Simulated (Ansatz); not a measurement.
CaSe in the zincblende structure, relaxed with r2SCAN: space group F-43m (No. 216), cubic; conventional cell a = 6.559 Å, 35.27 Å³ an atom. Around Ca lie 4 Se at 2.84 Å; around Se lie 4 Ca at 2.84 Å. One-shot G0W0@PBE in Ansatz 0.2.0 on a 4×4×4 mesh (contour deformation, no spin-orbit coupling), from a PBE gap of 3.203 eV over the mesh points (the G0W0 gap is indirect on the mesh); the number N of bands summed and the screening cutoff rise together. No spin polarisation and no zero-point or thermal motion; the cell was built from a prototype and may be hypothetical.

```
  N  cutoff (eV)  1000/N  G0W0 gap (eV)
173          100   5.780          4.482
399          180   2.506          4.583
```

Question: Lay a straight line in 1000/N through these rows.

Answer: The slope is -0.0308 eV per unit of 1000/N and the intercept 4.660 eV.

Question: Predict the gap at N = 763 (260 eV).

Answer: 4.660 + (-0.0308) × 1.311 = 4.620 eV; the run gives 4.613 eV, -0.007 eV from the line.

Question: With that run's result added, what limit do the last two rows suggest?

Answer: Their slope is (4.613 − 4.583)/(1.311 − 2.506) = -0.0251, which meets 1/N = 0 at 4.65 eV, against 4.660 eV from the first line. The slope flattens, so the first line overshoots; the k mesh isn't extrapolated.

The runs are scalar-relativistic, without spin-orbit coupling.
